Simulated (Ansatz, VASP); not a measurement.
## Ga5H2N5 (armchair GaN ribbon N=10 H edges): VASP beside Ansatz

One calculation is typed for both programs; each brings its own data sets. How far apart do they land? The structure shown is the start of the Ansatz relaxation below; VASP solves that cell, so the two are compared at the walk's first step.

Program: Ansatz 0.2.0. Level of theory: plane waves, with VASP 6.6.1 beside it; single point at PBE. Results are calculated unless marked as measured.

### 1. Set-up

The cell holds 24 atoms: 10 Ga, 10 N and 4 H. Cell: a = 24.069 Å, b = 7.000 Å, c = 5.550 Å, α = 90.0°, β = 90.0°, γ = 90.0°. Vacuum lies along a and b. The structure's axis is c.

Coordinates:

```xyz
24
Lattice="24.0690 0.0000 0.0000 0.0000 7.0000 0.0000 0.0000 0.0000 5.5500" Properties=species:S:1:pos:R:3
Ga    4.8248    3.5000    0.0000
Ga    8.0291    3.5000    0.0000
Ga   11.2334    3.5000    0.0000
Ga   14.4377    3.5000    0.0000
Ga   17.6420    3.5000    0.0000
Ga    6.4270    3.5000    2.7750
Ga    9.6313    3.5000    2.7750
Ga   12.8356    3.5000    2.7750
Ga   16.0399    3.5000    2.7750
Ga   19.2442    3.5000    2.7750
N     4.8248    3.5000    1.8500
N     8.0291    3.5000    1.8500
N    11.2334    3.5000    1.8500
N    14.4377    3.5000    1.8500
N    17.6420    3.5000    1.8500
N     6.4270    3.5000    4.6250
N     9.6313    3.5000    4.6250
N    12.8356    3.5000    4.6250
N    16.0399    3.5000    4.6250
N    19.2442    3.5000    4.6250
H    20.5692    3.5000    2.0100
H     3.9415    3.5000    2.3600
H     3.4998    3.5000    4.7850
H    20.1275    3.5000    5.1350
```

### 2. Ansatz: relaxation, PBE

Ansatz runs on its default PAW (the set named soft_2) files.

The two programs are compared at the cell with which this relaxation starts, whose forces are those of its first step.

input.yaml reads:

```yaml
crystal:
  lattice:
    - [24.069, 0.0, 0.0]
    - [0.0, 7.0, 0.0]
    - [0.0, 0.0, 5.55]
  atoms:
    - { symbol: Ga, position: [0.200466113, 0.5, 0.0] }
    - { symbol: Ga, position: [0.333595615, 0.5, 0.0] }
    - { symbol: Ga, position: [0.466725118, 0.5, 0.0] }
    - { symbol: Ga, position: [0.59985462, 0.5, 0.0] }
    - { symbol: Ga, position: [0.732984122, 0.5, 0.0] }
    - { symbol: "N", position: [0.200466113, 0.5, 0.333333333] }
    - { symbol: "N", position: [0.333595615, 0.5, 0.333333333] }
    - { symbol: "N", position: [0.466725118, 0.5, 0.333333333] }
    - { symbol: "N", position: [0.59985462, 0.5, 0.333333333] }
    - { symbol: "N", position: [0.732984122, 0.5, 0.333333333] }
    - { symbol: H, position: [0.854599722, 0.5, 0.362162162] }
    - { symbol: H, position: [0.163765547, 0.5, 0.425225225] }
    - { symbol: Ga, position: [0.267030864, 0.5, 0.5] }
    - { symbol: Ga, position: [0.400160366, 0.5, 0.5] }
    - { symbol: Ga, position: [0.533289869, 0.5, 0.5] }
    - { symbol: Ga, position: [0.666419371, 0.5, 0.5] }
    - { symbol: Ga, position: [0.799548874, 0.5, 0.5] }
    - { symbol: "N", position: [0.267030864, 0.5, 0.833333333] }
    - { symbol: "N", position: [0.400160366, 0.5, 0.833333333] }
    - { symbol: "N", position: [0.533289869, 0.5, 0.833333333] }
    - { symbol: "N", position: [0.666419371, 0.5, 0.833333333] }
    - { symbol: "N", position: [0.799548874, 0.5, 0.833333333] }
    - { symbol: H, position: [0.145415264, 0.5, 0.862162162] }
    - { symbol: H, position: [0.836249439, 0.5, 0.925225225] }
kpoints:
  mp_grid: { grid: [1, 1, 15] }
scf:
  occupations: { method: fermi_dirac, width: 0.05 }
hamiltonian:
  xc: pbe
relax:
  cell: { fix: [a, b, alpha, beta, gamma] }
  max_steps: 45
  f_tol: 0.03
```

The run is started by

```sh
> ansatz run input.yaml --threads 4 --pin off --max-ram 16384MiB --backend cpu --events-out ev --progress --plain --runs-dir out
```

Numbers of over 12 decimals in the logs are rounded to 6 here.

The log of the run:

```text
Engine: ansatz 0.2.0, aarch64-unknown-linux-gnu
Pseudopotentials: kind: paw
Pseudopotential: Ga, paw, valence charge 13, recommended cutoff 420 eV (normal), Ga.paw.azcp
Pseudopotential: N, paw, valence charge 5, recommended cutoff 420 eV (normal), N.paw.azcp
Pseudopotential: H, paw, valence charge 1, recommended cutoff 420 eV (normal), H.paw.azcp
Functional definition: PBE
  parameter kappa = 0.804
  parameter beta = 0.066725
  exchange = pbe_x(kappa = kappa, mu = beta*pi^2/3)
  correlation = pbe_c(beta = beta)
Crystal: 24 atoms, lattice volume = 935.081 Å³
Basis set: ecut = 420 eV, 18237 PW (Γ), exchange–correlation on 324×96×80 points (8 copies of the dense FFT grid, shifted against one another)
Bands: 116, of which v1, the nominal top of the filled ones, is band 92 counted from 1 (91 counted from 0)
Symmetry: 4 space group operations
Space group: Pmc21 (ITA 26), of the structure as read, at distance tolerance 9.8e-5 Å
k-points: 8 of 15 (time reversal used)
Non-local potential: Ga, projectors of the file, l = 0: 2, l = 1: 2, l = 2: 3, l = 3: 1
Non-local potential: N, projectors of the file, l = 0: 2, l = 1: 2, l = 2: 1
Non-local potential: H, projectors of the file, l = 0: 2, l = 1: 1
PAW form: soft (Blöchl's): semilocal exchange-correlation on the pseudo side does not see the compensation charge
PAW one-centre angular grid: Ga, 590 points (default); XC on 64 Gauss nodes
PAW one-centre angular grid: N, 110 points (default); XC on 64 Gauss nodes
PAW one-centre angular grid: H, 110 points (default); XC on 64 Gauss nodes
Initial density: superposition of atomic densities (neutral atoms: chi_scale 0, normalization atom), corrected by the library's trained network
Initial wavefunctions: pseudopotential atomic-orbital guess
Functional: x = pbe(κ = 0.804, μ = 0.219515), c = pbe(β = 0.066725)
SCF iter   1: F=—  HF=-41735.181001 eV  |F-HF|=—  |Δ(HF+E_count)|=         —  Δρ=2.27e-3  dr2=3.57e-2  ethr=1.77e-3  ⟨swp⟩=6.0  Hψ=3981  notcnv=0  defer=9
preconditioner: auto → Resta (q_TF=auto, 2.081 Å⁻¹)  ε∞=2.2  [insulator: Δε(μ)=2.321 eV  Ē_g=14.849 eV  σ=0.050 eV  W_gap=1.00  n_scr=132 (ndim 8)  ℏωp=16.5 eV  f_vac=0.606  D(μ)=0.00/eV (n_scr^D=0)  ε∞_Penn≈2.2  vacuum switching on, ρ_ref=1.6e-2 e/Å³]
SCF iter   2: F=—  HF=-41735.197804 eV  |F-HF|=—  |Δ(HF+E_count)|=   1.68e-2  Δρ=9.61e-4  dr2=6.90e-3  ethr=1.94e-5  ⟨swp⟩=2.0  Hψ=1744  notcnv=0  defer=136
SCF iter   3: F=—  HF=-41735.204565 eV  |F-HF|=—  |Δ(HF+E_count)|=   6.76e-3  Δρ=5.13e-4  dr2=1.87e-3  ethr=3.75e-6  ⟨swp⟩=2.0  Hψ=1116  notcnv=0  defer=136
SCF iter   4: F=—  HF=-41735.205394 eV  |F-HF|=—  |Δ(HF+E_count)|=   8.29e-4  Δρ=1.24e-4  dr2=1.68e-4  ethr=1.02e-6  ⟨swp⟩=2.5  Hψ=1588  notcnv=0  defer=136
SCF iter   5: F=—  HF=-41735.205383 eV  |F-HF|=—  |Δ(HF+E_count)|=   1.08e-5  Δρ=5.94e-5  dr2=3.45e-5  ethr=9.14e-8  ⟨swp⟩=2.0  Hψ=1518  notcnv=0  defer=136
SCF iter   6: F=—  HF=-41735.205363 eV  |F-HF|=—  |Δ(HF+E_count)|=   2.04e-5  Δρ=1.97e-5  dr2=3.73e-6  ethr=1.88e-8  ⟨swp⟩=2.0  Hψ=1249  notcnv=0  defer=136
SCF iter   7: F=—  HF=-41735.205368 eV  |F-HF|=—  |Δ(HF+E_count)|=   5.12e-6  Δρ=6.24e-6  dr2=3.01e-7  ethr=2.02e-9  ⟨swp⟩=2.0  Hψ=1544  notcnv=0  defer=136
SCF iter   8: F=-41735.205368 eV  HF=-41735.205368 eV  |F-HF|=3.59e-8  |Δ(HF+E_count)|=   3.06e-7  Δρ=2.05e-6  dr2=3.40e-8  ethr=5.43e-11  ⟨swp⟩=5.0  Hψ=3209  notcnv=0
SCF 1 converged in 8 iterations: F = -41735.205368 eV  dr2 = 3.40e-8
  greatest PAW one-centre occupation: 0.996 electrons in one spin orbital (limit 2), on the Ga atom at site 0 (counted from 0), in its partial waves of l = 2
relax step   1: F+E_penalty+E_count = -41735.20536810 eV  Δ(F+E_penalty+E_count) = +0.000e0 eV  max|allowed force component| = 5.321e-1 eV/Å  Δτ_max = 0.0000 Å  P = +0.260 GPa  Ω = 935.081 Å³  fix = [a, b, alpha, beta, gamma]  reactions: a +0.263, b +0.241 GPa  (8 SCF iters, dr2 threshold 1.00e-7 eV, accepted)
[...]
relax step   3: F+E_penalty+E_count = -41735.30001917 eV  Δ(F+E_penalty+E_count) = -9.043e-3 eV  max|allowed force component| = 5.049e-2 eV/Å  Δτ_max = 0.0223 Å  P = +0.080 GPa  Ω = 937.986 Å³  energy of the carried Pulay correction = -2.263e-3 eV  fix = [a, b, alpha, beta, gamma]  reactions: a +0.021, b +0.239 GPa  (6 SCF iters, dr2 threshold 2.40e-6 eV, accepted)
[...]
relax step   4: F+E_penalty+E_count = -41735.30025829 eV  Δ(F+E_penalty+E_count) = -2.391e-4 eV  max|allowed force component| = 1.537e-2 eV/Å  Δτ_max = 0.0046 Å  P = +0.079 GPa  Ω = 938.118 Å³  energy of the carried Pulay correction = -2.366e-3 eV  fix = [a, b, alpha, beta, gamma]  reactions: a -0.000, b +0.238 GPa  (5 SCF iters, dr2 threshold 1.59e-7 eV, accepted)
[...]
relax step   5: F+E_penalty+E_count = -41735.30251041 eV  Δ(F+E_penalty+E_count) = -2.252e-3 eV  max|allowed force component| = 1.558e-2 eV/Å  Δτ_max = 0.0000 Å  P = +0.082 GPa  Ω = 938.118 Å³  fix = [a, b, alpha, beta, gamma]  reactions: a -0.005, b +0.252 GPa  stress off target by 8.44e-4 GPa on what of the cell is left free  SCF on the basis re-selected at this cell (its energy is not comparable with the rows above)  (7 SCF iters)
basis re-selected at this cell: Δ(F+E_penalty+E_count) = -2.252e-3 eV, ΔP = +0.003 GPa vs the last step (what re-selecting the basis moved, of the pressure what is left beyond the Pulay correction that the steps carried, after the strain that the cell walked since its last selection, with what the two solves' SCF thresholds leave and, on support functions, any second-order correction that the steps lacked; it is no m [...]
SCF converged after 7 iterations
Free energy (F): -41735.302510 eV
Harris-Foulkes:  -41735.302510 eV  (|F-HF|=3.61e-9)
Internal energy: -41735.302510 eV  (E = F + TS)
E sigma→0 (E₀):  -41735.302510 eV
Fermi energy:    -0.459470 eV
--- Per-component energies (eV) ---
  E_band       = -2070.722210
  E_kinetic    = 2501.326035
  E_local      = -73561.863513  (includes V_loc(G=0)·N_el)
  E_nonlocal   = 4731.682050
  E_hartree    = 34982.551234
  E_xc         = -1312.521598
  E_vxc        = -1369.800214  (∫ρ·V_xc dr)
  E_paw        = -21182.922089  (= ΣΔE_a)
  E_vpaw       = -4337.163204  (= ΣTr[D̂ρ^β])
  E_aug_tail   = -0.005426  (compensation charges beyond the density's cutoff)
  E_ewald      = 12106.450796
  E_smearing   = -0.000000  (= −TS)
  E_closure    = 0.000000  (closes the sum)
  Σ components = -41735.302510   (vs F -41735.302510, Δ=0.00e0)
--- Forces (eV/Å), atoms counted from 1 ---
  atom   1  Ga    -0.00633188     0.00000000    -0.00072941
  atom   2  Ga    -0.00347767     0.00000000     0.00105746
  atom   3  Ga    -0.00344780     0.00000000    -0.00022096
  atom   4  Ga    -0.00193780     0.00000000    -0.00118849
  atom   5  Ga     0.00120109     0.00000000    -0.00465183
  atom   6  N     -0.00041727     0.00000000     0.01558372
  atom   7  N      0.00157433     0.00000000     0.00044541
  atom   8  N      0.00115607     0.00000000     0.00016292
  atom   9  N      0.00037324     0.00000000    -0.00017881
  atom  10  N     -0.00143838     0.00000000     0.00154832
  atom  11  H     -0.00121896     0.00000000     0.00010870
  atom  12  H      0.00661823     0.00000000    -0.01193891
  atom  13  Ga    -0.00120109     0.00000000    -0.00465183
  atom  14  Ga     0.00193780     0.00000000    -0.00118849
  atom  15  Ga     0.00344780     0.00000000    -0.00022096
  atom  16  Ga     0.00347767     0.00000000     0.00105746
  atom  17  Ga     0.00633188     0.00000000    -0.00072941
  atom  18  N      0.00143838     0.00000000     0.00154832
  atom  19  N     -0.00037324     0.00000000    -0.00017881
  atom  20  N     -0.00115607     0.00000000     0.00016292
  atom  21  N     -0.00157433     0.00000000     0.00044541
  atom  22  N      0.00041727     0.00000000     0.01558372
  atom  23  H      0.00121896     0.00000000     0.00010870
  atom  24  H     -0.00661823     0.00000000    -0.01193891
  max |Σ_I F_I| component: 3.75e-6 eV/Å
--- Stress (GPa, compression-positive) ---
       -0.004767       0.000000       0.000000
        0.000000       0.252039       0.000000
        0.000000       0.000000      -0.000844
  P = ⅓ Tr σ = 0.0821 GPa (0.821 kbar)
--- Relaxed structure (4 steps of the walk, 4 accepted, 1 SCFs on fresh bases) ---
  F+E_penalty+E_count = -41735.30251041 eV   max|allowed force component| = 1.558e-2 eV/Å   (the final SCF, on the basis selected at the relaxed cell)
  cell:  # Å, volume = 938.1181 Å³
    - [24.069, 0.0, 0.0]
    - [0.0, 7.0, 0.0]
    - [0.0, 0.0, 5.568028]
  atoms:
    - { symbol: Ga, position: [0.198718, 0.5, -0.00416107] }
    - { symbol: Ga, position: [0.333066, 0.5, 0.00311663] }
    - { symbol: Ga, position: [0.466521, 0.5, 0.0028703] }
    - { symbol: Ga, position: [0.599869, 0.5, 0.00290346] }
    - { symbol: Ga, position: [0.732924, 0.5, 0.00384157] }
    - { symbol: N, position: [0.202752, 0.5, 0.324487] }
    - { symbol: N, position: [0.333501, 0.5, 0.336081] }
    - { symbol: N, position: [0.466788, 0.5, 0.336036] }
    - { symbol: N, position: [0.600214, 0.5, 0.336149] }
    - { symbol: N, position: [0.733810, 0.5, 0.336453] }
    - { symbol: H, position: [0.857615, 0.5, 0.358712] }
    - { symbol: H, position: [0.166315, 0.5, 0.417565] }
    - { symbol: Ga, position: [0.267076, 0.5, 0.503842] }
    - { symbol: Ga, position: [0.400131, 0.5, 0.502903] }
    - { symbol: Ga, position: [0.533479, 0.5, 0.502870] }
    - { symbol: Ga, position: [0.666934, 0.5, 0.503117] }
    - { symbol: Ga, position: [0.801282, 0.5, 0.495839] }
    - { symbol: N, position: [0.266190, 0.5, 0.836453] }
    - { symbol: N, position: [0.399786, 0.5, 0.836149] }
    - { symbol: N, position: [0.533212, 0.5, 0.836036] }
    - { symbol: N, position: [0.666499, 0.5, 0.836081] }
    - { symbol: N, position: [0.797248, 0.5, 0.824487] }
    - { symbol: H, position: [0.142385, 0.5, 0.858712] }
    - { symbol: H, position: [0.833685, 0.5, 0.917565] }
```

[end of part 1 of 2]

[Lines on the potential files, build, host, timing and source positions are cut from VASP's logs without a mark.]

[Logs are printed without paths, hosts, clocks, repeated set-up lines and the standing remarks that a program may print on its own settings, such as how far it seeks lower states.]

[Hosts, paths, dates, database ids (printed as entryN), source tags and the programs' standing remarks are cut or masked in the printed files.]
